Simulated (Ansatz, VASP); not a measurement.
Y: VASP beside Ansatz

Contents of INCAR:

```
SYSTEM = Y
PREC = Accurate
ENCUT = 520
EDIFF = 1E-6
ISMEAR = -1
SIGMA = 0.05
LREAL = .FALSE.
LASPH = .TRUE.
NELM = 80
ALGO = Normal
ISIF = 2
LWAVE = .FALSE.
LCHARG = .FALSE.
LMAXMIX = 4
GGA = B5
ALDAX = 1.0
AGGAX = 1.0
AGGAC = 1.0
ALDAC = 0.0
NBANDS = 18
```

File KPOINTS:

```
Automatic mesh
0
G
  8 8 5
  0 0 0
```

File POSCAR:

```
Y
1.0
    3.6474000000      0.0000000000      0.0000000000
   -1.8237000000      3.1587410578      0.0000000000
    0.0000000000      0.0000000000      5.7306000000
Y
2
Direct
    0.6666666667      0.3333333333      0.7500000000
    0.3333333333      0.6666666667      0.2500000000
```

The input KPOINTS_OPT:

```
path GMKGALHA,LM,KH
15
line-mode
reciprocal
 0.0000000000  0.0000000000  0.0000000000  G
 0.5000000000  0.0000000000  0.0000000000  M

 0.5000000000  0.0000000000  0.0000000000  M
 0.3333333333  0.3333333333  0.0000000000  K

 0.3333333333  0.3333333333  0.0000000000  K
 0.0000000000  0.0000000000  0.0000000000  G

 0.0000000000  0.0000000000  0.0000000000  G
 0.0000000000  0.0000000000  0.5000000000  A

 0.0000000000  0.0000000000  0.5000000000  A
 0.5000000000  0.0000000000  0.5000000000  L

 0.5000000000  0.0000000000  0.5000000000  L
 0.3333333333  0.3333333333  0.5000000000  H

 0.3333333333  0.3333333333  0.5000000000  H
 0.0000000000  0.0000000000  0.5000000000  A

 0.5000000000  0.0000000000  0.5000000000  L
 0.5000000000  0.0000000000  0.0000000000  M

 0.3333333333  0.3333333333  0.0000000000  K
 0.3333333333  0.3333333333  0.5000000000  H
```

input.yaml

```yaml
crystal:
  lattice:
    - [3.6474, 0.0, 0.0]
    - [-1.8237, 3.1587410578, 0.0]
    - [0.0, 0.0, 5.7306]
  atoms:
    - { symbol: "Y", position: [0.6666666667, 0.3333333333, 0.75] }
    - { symbol: "Y", position: [0.3333333333, 0.6666666667, 0.25] }
hamiltonian:
  xc: blyp
  pseudopotentials: { kind: paw }
kpoints:
  mp_grid: { grid: [8, 8, 5] }
  band_path:
    path:
      - [[0.0, 0.0, 0.0], [0.5, 0.0, 0.0], [0.3333333333, 0.3333333333, 0.0], [0.0, 0.0, 0.0], [0.0, 0.0, 0.5], [0.5, 0.0, 0.5], [0.3333333333, 0.3333333333, 0.5], [0.0, 0.0, 0.5]]
      - [[0.5, 0.0, 0.5], [0.5, 0.0, 0.0]]
      - [[0.3333333333, 0.3333333333, 0.0], [0.3333333333, 0.3333333333, 0.5]]
    npoints: 14
scf:
  occupations: { method: fermi_dirac, width: 0.05 }
  n_extra_bands: 6
output:
  forces: true
  stress: true
  eigenvalues: true
  fatbands: false
```

Alike in both runs: task band structure; functional BLYP; k mesh 8 × 8 × 5; occupations fermi-dirac, width 0.05 eV; no spin polarisation.

```csv
,VASP,Ansatz
version,VASP 6.6.1,Ansatz 0.2.0
potentials or method,"VASP PAW PBE potentials, release 64 (Y_sv)",Ansatz PAW
plane-wave cutoff (eV),520,420
valence electrons in the cell,22,22
```

Ansatz gave:

* gap on the k mesh at the Fermi level (eV): none
* pressure (GPa): 0.9
* largest component of the traceless stress (GPa): 0.26

Question: What did VASP give for the same quantities?

Answer: gap on the k mesh at the Fermi level (eV): none; pressure (GPa): 0.8; largest component of the traceless stress (GPa): 0.25.

A gap of «none» marks a metal or a gap that the smearing closes.

Caveats: the PAW data sets were made with another functional, which shifts forces and pressure a little (VASP); the PAW data sets come from PBE, with cores solved anew for the run's functional, which leaves a small shift of forces and pressure (Ansatz).
